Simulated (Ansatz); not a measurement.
Relaxed bulk MoS₂, space group P-6m2 (No. 187):

```
Mo S
1.0
     3.14150    0.00000    0.00000
    -1.57075    2.72062    0.00000
     0.00000    0.00000   17.33730
Mo S
1 2
Direct
  0.00000 0.00000 0.00000
  0.33333 0.66667 0.08987
  0.33333 0.66667 0.91013
```

All numbers below come from DFT PBEsol, scalar-relativistic, plane waves, PAW (Ansatz). Cutoff 420 eV, k spacing 0.19 to 0.25 Å⁻¹, dipole correction; no spin polarisation.

Slabs with different planes and terminations (top/bottom plane) are cut from it in 1×1 cells and relaxed. Each holds whole formula units counted by Mo and an excess Δn of S (negative: a deficit); ΔE is its energy over those formula units in the bulk and the excess in the standard state of S. The formation energy of MoS₂ is -2.887 eV a formula unit (uncorrected), so Δμ(S) runs from -1.444 eV to 0 if no other compound intervenes.

```csv
slab,A (Å²),Δn(S),ΔE (eV)
"(001) S/S, Mo2S4",8.55,0,0.000
"(001) Mo/Mo, Mo2S2",8.55,-2.00,6.938
```

Task: Work out each slab's surface energy at the S-rich and S-poor ends.

Result: γ = [ΔE − Δn·Δμ(S)]/(2A) × 16.02 J/m² per eV/Å², the mean of both faces:

```csv
slab,S-rich (J/m²),S-poor (J/m²)
"(001) S/S, Mo2S4",0.00,0.00
"(001) Mo/Mo, Mo2S2",6.50,3.79
```

Task: Does the lowest surface change with the conditions?

Result: No: among these slabs (001) S/S, Mo2S4 is lowest at both ends, and since each γ is a straight line in Δμ, throughout the range.

Only the planes named were cut, so another facet can lie lower still. Reconstructions in larger cells weren't sought.

The reference crystal is a form of MoS2, which isn't its usual structure.